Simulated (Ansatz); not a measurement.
Method: DFT PBE, scalar-relativistic, plane waves, PAW (Ansatz 0.2.0). Settings: cutoff 420 eV, Γ-centred meshes spaced at most about 0.3 Å⁻¹, and about 0.25 Å⁻¹ or finer for metals (2π included), Gaussian smearing. No spin polarisation in the final relaxations.

These are static total energies at zero pressure.

Compare these two cells of BeS, each relaxed at this level.

A. Space group P4/mmm (No. 123), tetragonal, a = 2.475 Å, c = 4.409 Å. Be has 2 S at 2.20 Å and 4 Be at 2.47 Å; around S lie 2 Be at 2.20 Å and 4 S at 2.47 Å.

B. Space group Fm-3m (No. 225), cubic, a = 4.629 Å. Be is surrounded by 6 S at 2.31 Å; S has 6 Be at 2.31 Å.

Task: Which placement of the atoms is lower in energy, and by how much?

Result: B is lower, by 1.08 eV/atom. The two share one framework of sites and differ in which element sits where. A has space group P4/mmm (No. 123), 13.5 Å³/atom and no gap on its mesh; B has the rock salt type, space group Fm-3m (No. 225), 12.4 Å³/atom and a gap of 1.03 eV. Counting S atoms around Be (those within 1.25 times the shortest such distance or 1.15 times the sum of covalent radii), A has Be 2 and B has Be 6. The denser one is the lower, and pressure would at first widen the difference. Both come from invented guesses. A third cell relaxed alike, in F-43m (a cell as deposited in COD), lies 0.56 eV/atom below the lower of the two.

Kohn–Sham gaps at this level usually fall short of measured ones. Cells relaxed within their symmetry can be saddle points.
